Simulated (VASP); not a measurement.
# Al₂O₃, equation of state: which settings are enough?

Al₂O₃, R-3c (no. 167), 10 atoms in the cell. PBEsol; PAW potentials Al, O (PBE set). VASP 6.6.1.

Wanted: equilibrium volume within 1 %; bulk modulus within 5 %.

What the run is for: equation of state; Accuracy asked: screening.

The series start from Plane-wave cutoff (eV): 520; k-point mesh: 6 × 6 × 6; Volumes: 5 from 0.92 to 1.08; Precision mode (PREC): Accurate; Electronic threshold (eV): 1e-6; Aspherical gradient terms in the spheres (LASPH): yes; Start of each volume: each volume from scratch. Each series keeps the choices made before it, and each single choice may use up half of a tolerance. Times cover all steps of a run.

## Plane-wave cutoff (eV)

| Plane-wave cutoff (eV) | Equilibrium volume (Å³/atom) | Bulk modulus (GPa) | Time (s) |
|---|---|---|---|
| 320 | 8.542 | 234.9 | 28 |
| 400 | 8.573 | 246.2 | 45 |
| 460 | 8.572 | 244.2 | 49 |
| 520 | 8.573 | 244 | 65 |
| 600 | 8.571 | 244.1 | 70 |
| 700 | 8.569 | 244.3 | 102 |
| 840 (reference) | 8.568 | 244.4 | 108 |

Chosen: 400, the loosest value from which every tighter one stays within half of the tolerance.

## k-point mesh

| k-point mesh | Equilibrium volume (Å³/atom) | Bulk modulus (GPa) | Time (s) |
|---|---|---|---|
| 2 × 2 × 2 | 8.526 | 251.6 | 10 |
| 3 × 3 × 3 | 8.582 | 250.9 | 16 |
| 4 × 4 × 4 | 8.578 | 245.7 | 26 |
| 5 × 5 × 5 | 8.576 | 244.9 | 33 |
| 6 × 6 × 6 | 8.573 | 246.2 | 45 |
| 7 × 7 × 7 | 8.571 | 246.2 | 53 |
| 9 × 9 × 9 (reference) | 8.573 | 245.4 | 88 |

Chosen: 3 × 3 × 3.

## Volumes

| Volumes | Equilibrium volume (Å³/atom) | Bulk modulus (GPa) | Time (s) |
|---|---|---|---|
| 5 from 0.88 to 1.12 | 8.572 | 249.5 | 15 |
| 5 from 0.92 to 1.08 | 8.582 | 250.9 | 16 |
| 7 from 0.91 to 1.09 (reference) | 8.582 | 248.6 | 21 |

Chosen: 5 from 0.88 to 1.12.

## Precision mode (PREC)

| Precision mode (PREC) | Equilibrium volume (Å³/atom) | Bulk modulus (GPa) | Time (s) |
|---|---|---|---|
| SingleN | 8.581 | 245.6 | 8.8 |
| Normal | 8.574 | 248.2 | 10 |
| Accurate (reference) | 8.572 | 249.5 | 15 |

Chosen: SingleN.

## Electronic threshold (eV)

| Electronic threshold (eV) | Equilibrium volume (Å³/atom) | Bulk modulus (GPa) | Time (s) |
|---|---|---|---|
| 0.001 | 8.581 | 245.5 | 7.1 |
| 0.0001 | 8.581 | 245.6 | 7.8 |
| 1e-5 | 8.581 | 245.6 | 8.2 |
| 1e-6 | 8.581 | 245.6 | 8.8 |
| 1e-7 (reference) | 8.581 | 245.6 | 9.6 |

Chosen: 0.001.

## Aspherical gradient terms in the spheres (LASPH)

| Aspherical gradient terms in the spheres (LASPH) | Equilibrium volume (Å³/atom) | Bulk modulus (GPa) | Time (s) |
|---|---|---|---|
| yes | 8.581 | 245.5 | 7.1 |
| no | 8.58 | 245.5 | 5.8 |

Chosen: yes; no other choice that stays within half of the tolerance saves 30 % of the time.

## Start of each volume

| Start of each volume | Equilibrium volume (Å³/atom) | Bulk modulus (GPa) | Time (s) |
|---|---|---|---|
| each volume from scratch | 8.581 | 245.5 | 7.1 |
| orbitals of the volume before (WAVECAR) | 8.581 | 245.6 | 6.1 |

Chosen: each volume from scratch.

## All choices together

| Input | Equilibrium volume (Å³/atom) | Bulk modulus (GPa) | Time (s) |
|---|---|---|---|
| the program's defaults (naive) | 8.582 | 242.8 | 13 |
| chosen settings | 8.581 | 245.5 | 7.1 |
| reference settings throughout | 8.568 | 244.4 | 370 |

The tolerance is met.

## The input

INCAR:
```
SYSTEM = Al2O3
GGA = PS
ISMEAR = 0
SIGMA = 0.03
LWAVE = .FALSE.
LCHARG = .FALSE.
ISIF = 2
NSW = 0
PREC = SingleN
LASPH = .TRUE.
LREAL = .FALSE.
ALGO = Normal
EDIFF = 0.001
NELM = 120
GGA_COMPAT = .FALSE.
ENCUT = 400
EFERMI = MIDGAP
KPAR = 4
```

KPOINTS:
```
Automatic mesh
0
Gamma
  3 3 3
  0 0 0
```

POSCAR.step1:
```
Al2O3
1.0
    2.2809554230      1.3169102274      4.1511583930
   -2.2809554230      1.3169102274      4.1511583930
    0.0000000000     -2.6338204549      4.1511583930
Al O
4 6
Direct
    0.8521600000      0.8521600000      0.8521600000
    0.6478400000      0.6478400000      0.6478400000
    0.1478400000      0.1478400000      0.1478400000
    0.3521600000      0.3521600000      0.3521600000
    0.0566800000      0.7500000000      0.4433200000
    0.7500000000      0.4433200000      0.0566800000
    0.4433200000      0.0566800000      0.7500000000
    0.9433200000      0.2500000000      0.5566800000
    0.2500000000      0.5566800000      0.9433200000
    0.5566800000      0.9433200000      0.2500000000
```

POSCAR.step2:
```
Al2O3
1.0
    2.3316598353      1.3461844335      4.2434364115
   -2.3316598353      1.3461844335      4.2434364115
    0.0000000000     -2.6923688671      4.2434364115
Al O
4 6
Direct
    0.8521600000      0.8521600000      0.8521600000
    0.6478400000      0.6478400000      0.6478400000
    0.1478400000      0.1478400000      0.1478400000
    0.3521600000      0.3521600000      0.3521600000
    0.0566800000      0.7500000000      0.4433200000
    0.7500000000      0.4433200000      0.0566800000
    0.4433200000      0.0566800000      0.7500000000
    0.9433200000      0.2500000000      0.5566800000
    0.2500000000      0.5566800000      0.9433200000
    0.5566800000      0.9433200000      0.2500000000
```

POSCAR.step3:
```
Al2O3
1.0
    2.3802500000      1.3742379782      4.3318666667
   -2.3802500000      1.3742379782      4.3318666667
    0.0000000000     -2.7484759565      4.3318666667
Al O
4 6
Direct
    0.8521600000      0.8521600000      0.8521600000
    0.6478400000      0.6478400000      0.6478400000
    0.1478400000      0.1478400000      0.1478400000
    0.3521600000      0.3521600000      0.3521600000
    0.0566800000      0.7500000000      0.4433200000
    0.7500000000      0.4433200000      0.0566800000
    0.4433200000      0.0566800000      0.7500000000
    0.9433200000      0.2500000000      0.5566800000
    0.2500000000      0.5566800000      0.9433200000
    0.5566800000      0.9433200000      0.2500000000
```

POSCAR.step4:
```
Al2O3
1.0
    2.4269334206      1.4011906636      4.4168267984
   -2.4269334206      1.4011906636      4.4168267984
    0.0000000000     -2.8023813274      4.4168267984
Al O
4 6
Direct
    0.8521600000      0.8521600000      0.8521600000
    0.6478400000      0.6478400000      0.6478400000
    0.1478400000      0.1478400000      0.1478400000
    0.3521600000      0.3521600000      0.3521600000
    0.0566800000      0.7500000000      0.4433200000
    0.7500000000      0.4433200000      0.0566800000
    0.4433200000      0.0566800000      0.7500000000
    0.9433200000      0.2500000000      0.5566800000
    0.2500000000      0.5566800000      0.9433200000
    0.5566800000      0.9433200000      0.2500000000
```

POSCAR.step5:
```
Al2O3
1.0
    2.4718868172      1.4271445193      4.4986384234
   -2.4718868172      1.4271445193      4.4986384234
    0.0000000000     -2.8542890386      4.4986384234
Al O
4 6
Direct
    0.8521600000      0.8521600000      0.8521600000
    0.6478400000      0.6478400000      0.6478400000
    0.1478400000      0.1478400000      0.1478400000
    0.3521600000      0.3521600000      0.3521600000
    0.0566800000      0.7500000000      0.4433200000
    0.7500000000      0.4433200000      0.0566800000
    0.4433200000      0.0566800000      0.7500000000
    0.9433200000      0.2500000000      0.5566800000
    0.2500000000      0.5566800000      0.9433200000
    0.5566800000      0.9433200000      0.2500000000
```

Commands (each step's output is kept before the next begins):
```
cat potpaw_PBE.64/Al/POTCAR potpaw_PBE.64/O/POTCAR > POTCAR
cp POSCAR.step1 POSCAR
mpirun -np 8 vasp_std > vasp.out
cp POSCAR.step2 POSCAR
mpirun -np 8 vasp_std > vasp.out
cp POSCAR.step3 POSCAR
mpirun -np 8 vasp_std > vasp.out
cp POSCAR.step4 POSCAR
mpirun -np 8 vasp_std > vasp.out
cp POSCAR.step5 POSCAR
mpirun -np 8 vasp_std > vasp.out
```

The naive input happens to agree within the tolerance here, in 13 s.

Limits: Every volume keeps the cell's shape and the atoms' fractional positions, so the modulus is that of a clamped cell, stiffer than the relaxed one, above all in layered crystals.

The chosen input took VASP 6.6.1 7.1 s on 8 cores (AMD EPYC 9R45 (Zen 5)), a shared host.

## An input that fails: cutoff far too low

It runs to its end, but against the unchanged starting input it is off by 2.3 % in the equilibrium volume, 38 % in the bulk modulus.

Changes against the starting input:
```
(all steps)
- PREC = Accurate
- NELM = 120
- ENCUT = 520
+ PREC = Low
+ NELM = 54
+ ENCUT = 240
```
